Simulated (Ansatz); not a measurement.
Input and command of a plane-wave DFT calculation in Ansatz:

```yaml
crystal:
  lattice:
    - [3.1644852942, 0.0, 0.0]
    - [0.0, 3.1644852942, 0.0]
    - [0.0, 0.0, 23.9505160421]
  atoms:
    - { symbol: Ta, position: [0.5, 0.5, 0.3131456536] }
    - { symbol: C, position: [0.0, 0.0, 0.3131456536] }
    - { symbol: Ta, position: [0.0, 0.0, 0.4065728268] }
    - { symbol: C, position: [0.5, 0.5, 0.4065728268] }
    - { symbol: Ta, position: [0.5, 0.5, 0.5] }
    - { symbol: C, position: [0.0, 0.0, 0.5] }
    - { symbol: Ta, position: [0.0, 0.0, 0.5934271732] }
    - { symbol: C, position: [0.5, 0.5, 0.5934271732] }
    - { symbol: Ta, position: [0.5, 0.5, 0.6868543464] }
    - { symbol: C, position: [0.0, 0.0, 0.6868543464] }
basis:
  ecutwfc: 420
kpoints:
  mp_grid: { grid: [11, 11, 1] }
hamiltonian:
  xc: pbe
scf:
  occupations: { method: gaussian, width: 0.1 }
output:
  forces: true
  eigenvalues: true
  write_density: true
  write_potential: true
  elf: true
  volumetric_format: npy
relax:
  adjacent_minimum: "off"
  f_tol: 0.02
  max_steps: 60
efield:
  axis: 3
  dipole_correction: true
  ramp_width: 0.04
```

```bash
ansatz run input.yaml --threads 1 --pin off --max-ram 2560MiB --backend cpu --events-out ev --progress --plain --runs-dir out
```

Processor: Oxide Virtual Turin-like Processor (Zen 5), 1 thread, on a host shared with other jobs.

Task: How long does it run, and how much memory does it take?

Result: About 2.5 min on 1 thread of Oxide Virtual Turin-like Processor (Zen 5), with other jobs on the host, peak memory 0.57 GiB. It solves 53 bands at 21 k points (the mesh reduced by the symmetry that the task leaves, which can be less than the crystal's) with about 4753 plane waves, in 31 SCF iterations over 5 ionic steps.
